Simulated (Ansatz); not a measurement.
Input, command and steps of an Ansatz relaxation.

```yaml
crystal:
  lattice:
    - [6.9142654484, -1.922965415, 0.0]
    - [6.9142654484, 1.922965415, 0.0]
    - [-0.7468658507, 0.0, 6.2888139324]
  atoms:
    - { symbol: Si, position: [0.05552936, 0.05552936, 0.87396351] }
    - { symbol: Si, position: [0.94447064, 0.94447064, 0.12603649] }
    - { symbol: Si, position: [0.55899935, 0.55899935, 0.65339544] }
    - { symbol: Si, position: [0.44100065, 0.44100065, 0.34660456] }
    - { symbol: Si, position: [0.21274266, 0.21274266, 0.05730781] }
    - { symbol: Si, position: [0.78725734, 0.78725734, 0.94269219] }
    - { symbol: Si, position: [0.72710933, 0.72710933, 0.58557765] }
    - { symbol: Si, position: [0.27289067, 0.27289067, 0.41442235] }
basis:
  ecutwfc: 420
kpoints:
  mp_grid: { grid: [10, 10, 6] }
hamiltonian:
  xc: lda
scf:
  occupations: { method: gaussian, width: 0.01 }
output:
  forces: true
  stress: true
  eigenvalues: true
relax:
  adjacent_minimum: "off"
  f_tol: 0.01
  max_steps: 40
```

```bash
ansatz run input.yaml --threads 2 --pin off --max-ram 5120MiB --backend cpu --events-out ev --progress --plain --runs-dir out
```

Method: DFT LDA, scalar-relativistic, plane waves, PAW in Ansatz.

Of 3 frames 3 are shown, positions in Å and forces in eV/Å; the SCF threshold varies from step to step.

```xyz
8
Lattice="6.9143 -1.9230 0.0000 6.9143 1.9230 0.0000 -0.7469 0.0000 6.2888" Properties=species:S:1:pos:R:3:forces:R:3 pbc="T T T" step=1 free_energy_over_end_meV_per_atom=0.05
Si    0.1152    0.0000    5.4962    0.0311    0.0000   -0.0156
Si   12.9665    0.0000    0.7926   -0.0311    0.0000    0.0156
Si    7.2421    0.0000    4.1091    0.0434    0.0000    0.0356
Si    5.8395    0.0000    2.1797   -0.0434    0.0000   -0.0356
Si    2.8991    0.0000    0.3604    0.0262    0.0000   -0.0280
Si   10.1825    0.0000    5.9284   -0.0262    0.0000    0.0280
Si    9.6175    0.0000    3.6826   -0.0237    0.0000    0.0241
Si    3.4642    0.0000    2.6062    0.0237    0.0000   -0.0241
8
Lattice="6.9143 -1.9230 0.0000 6.9143 1.9230 0.0000 -0.7469 0.0000 6.2888" Properties=species:S:1:pos:R:3:forces:R:3 pbc="T T T" step=2 free_energy_over_end_meV_per_atom=0.00
Si    0.1169    0.0000    5.4964    0.0052    0.0000   -0.0052
Si   12.9647    0.0000    0.7924   -0.0052    0.0000    0.0052
Si    7.2443    0.0000    4.1102    0.0122    0.0000    0.0079
Si    5.8374    0.0000    2.1786   -0.0122    0.0000   -0.0079
Si    2.9008    0.0000    0.3588   -0.0009    0.0000   -0.0024
Si   10.1809    0.0000    5.9300    0.0009    0.0000    0.0024
Si    9.6176    0.0000    3.6840   -0.0079    0.0000    0.0010
Si    3.4641    0.0000    2.6048    0.0079    0.0000   -0.0010
8
Lattice="6.9143 -1.9230 0.0000 6.9143 1.9230 0.0000 -0.7469 0.0000 6.2888" Properties=species:S:1:pos:R:3:forces:R:3 pbc="T T T" step=3 free_energy_over_end_meV_per_atom=0.00
Si    0.1172    0.0000    5.4962    0.0004    0.0000    0.0000
Si   12.9644    0.0000    0.7926   -0.0004    0.0000    0.0000
Si    7.2450    0.0000    4.1104    0.0005    0.0000    0.0003
Si    5.8366    0.0000    2.1784   -0.0005    0.0000   -0.0003
Si    2.9008    0.0000    0.3587   -0.0008    0.0000    0.0002
Si   10.1809    0.0000    5.9301    0.0008    0.0000   -0.0002
Si    9.6174    0.0000    3.6840   -0.0010    0.0000   -0.0003
Si    3.4643    0.0000    2.6048    0.0010    0.0000    0.0003
```

Time: 40 s on 2 threads of Oxide Virtual Turin-like Processor (Zen 5), with other jobs on the host, peak memory 0.84 GiB.